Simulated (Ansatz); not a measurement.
Computed with DFT PBE, scalar-relativistic, plane waves, PAW (Ansatz 0.2.0). All cells share a 420 eV cutoff and Γ-centred k meshes spaced at most about 0.3 Å⁻¹ (about 0.25 or finer for metals, 2π included). No spin polarisation.

Each guess is relaxed in cell and atoms at zero pressure, on a coarse mesh first where it starts far from rest and then on a converged one. The steps can't lower the symmetry of the start, but it can rise. Energies are static (0 K, no zero-point motion).

Two unrelaxed guesses for Li3H8:

Guess 1.

```
CELL_PARAMETERS angstrom
3.02593 1.74702 5.36944
-3.02593 1.74702 5.36944
0.00000 -3.49405 5.36944
ATOMIC_POSITIONS crystal
Li 0.54326 0.54326 0.54326
Li 0.45674 0.45674 0.45674
Li 0.00000 0.00000 0.00000
H 0.00000 0.00000 0.50000
H 0.50000 0.00000 0.00000
H 0.00000 0.50000 0.00000
H 0.78323 0.78323 0.78323
H 0.21677 0.21677 0.21677
H 0.50000 0.50000 0.00000
H 0.00000 0.50000 0.50000
H 0.50000 0.00000 0.50000
```

Guess 2.

```
CELL_PARAMETERS angstrom
2.76808 1.59815 3.42458
-2.76808 1.59815 3.42458
0.00000 -3.19630 3.42458
ATOMIC_POSITIONS crystal
Li 0.50000 0.50000 0.00000
Li 0.00000 0.50000 0.50000
Li 0.50000 0.00000 0.50000
H 0.12490 0.46283 0.12490
H 0.12490 0.12490 0.46283
H 0.46283 0.12490 0.12490
H 0.87510 0.53717 0.87510
H 0.53717 0.87510 0.87510
H 0.87510 0.87510 0.53717
H 0.66271 0.66271 0.66271
H 0.33729 0.33729 0.33729
```

Task: Do they relax into the same structure? If not, which is lower?

Result: No. Guess 2 ends lower, by 0.35 eV/atom. Guess 1: R-3m at 15.5 Å³/atom → R-3m at 7.0 Å³/atom; Guess 2: R-3m at 8.3 Å³/atom → R-3m at 14.3 Å³/atom. Counting H atoms around Li (those within 1.25 times the shortest such distance or 1.15 times the sum of covalent radii; a plus sign parts nearer from farther groups; a slash parts the counts of unlike sites), the end of guess 1 has Li 3/6+2 and the end of guess 2 has Li 2. The end of guess 2 holds H–H pairs as short as in free H₂ molecules (shortest 0.77 Å); in the end of guess 1 the shortest H–H distance is 1.21 Å. End of guess 1. Conventional cell: a = 4.202 Å, c = 15.180 Å. Li on a site of symmetry 3m is surrounded by 3 H at 1.72 Å; Li on a site of symmetry -3m is surrounded by 6 H at 2.10 Å and 2 H at 2.54 Å; H on a site of symmetry 2/m is surrounded by 2 H at 1.21 Å (long contacts); 2 more sites not described. End of guess 2. Conventional cell: a = 5.929 Å, c = 15.523 Å. Li is surrounded by 2 H at 1.73 Å; around H on a site of symmetry m lies 1 H at 0.77 Å; H on a site of symmetry 3m is surrounded by 3 Li at 1.73 Å.

Ends held by symmetry can be saddle points. No dispersion correction is applied, so the spacing and binding between layers, chains or molecules are poorly described (R-3m at 14.3 Å³/atom), and this can change margins and order among such cells. With hydrogen, zero-point motion can shift such differences by 10 meV/atom or more.
